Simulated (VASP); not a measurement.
# Nb (Fm-3m) in VASP: settings compared, part 2 of 2

VASP 6.6.1.

**3. Single point, PBE**

The input, INCAR:

```
PREC = Accurate ; ENCUT = 520
EDIFF = 1E-7 ; ISMEAR = 0
SIGMA = 0.02 ; LREAL = False
LASPH = True ; NELM = 60
ALGO = Normal ; ISIF = 2
LWAVE = False ; LCHARG = False
GGA = PE ; NBANDS = 12
```

The input, KPOINTS:

```
Automatic mesh
0
Gamma
  11 11 11
```

The input, POSCAR:

```
Nb
1.0
    0.0000000000      2.1150000000      2.1150000000
    2.1150000000      0.0000000000      2.1150000000
    2.1150000000      2.1150000000      0.0000000000
Nb
1
Direct
    0.0000000000      0.0000000000      0.0000000000
```

Potentials or basis: VASP PAW PBE potentials, release 54 (Nb_sv).

Run with:

```sh
cat potpaw_PBE.54/Nb_sv/POTCAR > POTCAR
mpirun -np 1 vasp_std > vasp.out
```

OUTCAR:

```text
PREC = Accurate
   ENCUT = 520
   EDIFF = 1E-7
   ISMEAR = 0
   LREAL = False
   LASPH = True
   NELM = 60
   ISIF = 2
   GGA = PE

 ion  position               nearest neighbor table
   1  0.000  0.000  0.000-

  LATTYP: Found a face centered cubic cell.
 ALAT       =     4.2300000000

  Lattice vectors:

 A1 = (   0.0000000000,   2.1150000000,   2.1150000000)
 A2 = (   2.1150000000,   0.0000000000,   2.1150000000)
 A3 = (   2.1150000000,   2.1150000000,   0.0000000000)

Analysis of symmetry for initial positions (statically):
=====================================================================
 Subroutine PRICEL returns:
 Original cell was already a primitive cell.

 Routine SETGRP: Setting up the symmetry group for a
 face centered cubic supercell.

 Subroutine GETGRP returns: Found 48 space group operations
 (whereof 48 operations were pure point group operations)
 out of a pool of 48 trial point group operations.

The static configuration has the point symmetry O_h .

Analysis of symmetry for dynamics (positions and initial velocities):
=====================================================================
 Subroutine PRICEL returns:
[... 194 lines left out ...]
      4     -19.3393      2.00000
      5       4.6489      2.00000
      6      10.9694      0.00000
      7      10.9694      0.00000
      8      10.9694      0.00000
      9      13.5344      0.00000
     10      13.5344      0.00000
     11      22.6634      0.00000
     12      27.4054      0.00000
[... 571 lines left out ...]
 k-point    40 :      -0.4545    0.1818    0.0909
  band No.  band energies     occupation
      1     -43.7344      2.00000
      2     -20.3917      2.00000
      3     -19.6686      2.00000
      4     -19.5369      2.00000
      5       7.7775      2.00000
      6       9.8430      2.00000
      7      11.0828      0.00000
      8      11.5179      0.00000
      9      15.1296      0.00000
     10      16.9537      0.00000
     11      20.9376      0.00000
     12      24.1409      0.00000

 [... further k-points ...]

------------------------ aborting loop because EDIFF is reached ----------------------------------------

  FORCE on cell =-STRESS in cart. coord.  units (eV):
  Direction    XX          YY          ZZ          XY          YZ          ZX
  --------------------------------------------------------------------------------------
  -------------------------------------------------------------------------------------
  Total       -0.2674060     -0.2674060     -0.2674060     -0.0000000      0.0000000      0.0000000
  in kB      -22.6423049    -22.6423049    -22.6423049     -0.0000000      0.0000000      0.0000000
  external PRESSURE =     -22.6423049 kB  Pullay stress =       0.0000000 kB

 VOLUME and BASIS-vectors are now :
 -----------------------------------------------------------------------------
  energy-cutoff  :      520.00
  volume of cell :       18.92
      direct lattice vectors                 reciprocal lattice vectors
     0.000000000  2.115000000  2.115000000    -0.236406619  0.236406619  0.236406619
     2.115000000  0.000000000  2.115000000     0.236406619 -0.236406619  0.236406619
     2.115000000  2.115000000  0.000000000     0.236406619  0.236406619 -0.236406619

 POSITION                                       TOTAL-FORCE (eV/Angst)
 -----------------------------------------------------------------------------------
      0.00000      0.00000      0.00000         0.000000      0.000000      0.000000
 -----------------------------------------------------------------------------------
    total drift:                               -0.000000      0.000000     -0.000000

  FREE ENERGIE OF THE ION-ELECTRON SYSTEM (eV)
  ---------------------------------------------------
  free  energy   TOTEN  =        -9.8936623816 eV

  energy  without entropy=       -9.8933125851  energy(sigma->0) =       -9.89348748
```

stdout:

```text
POSCAR found type information on POSCAR Nb
 POSCAR found :  1 types and       1 ions
 scaLAPACK will be used
 LDA part: xc-table for (Slater+PW92), standard interpolation
 POSCAR, INCAR and KPOINTS ok, starting setup
 FFT: planning ... GRIDC
 FFT: planning ... GRID_SOFT
 FFT: planning ... GRID
 WAVECAR not read
 entering main loop
```

It took 10 s on 1 thread of Intel Xeon Platinum 8488C (Sapphire Rapids), shared host; peak memory 0.14 GiB.

What came out:

| Quantity | Value |
| --- | --- |
| Free energy | -9.8937 eV |
| Pressure | -2.3 GPa |
| Band gap on the k mesh | none (metal or under the smearing width) |

Levels at points of the mesh, in eV from the Fermi level:
| k point | band 2 | band 3 | band 4 | band 5 | band 6 | band 7 | band 8 | band 9 | band 10 | band 11 |
| --- | --- | --- | --- | --- | --- | --- | --- | --- | --- | --- |
| (0.00, 0.00, 0.00) | -30.20 | -30.20 | -30.20 | -6.21 | 0.11 | 0.11 | 0.11 | 2.68 | 2.68 | 11.81 |
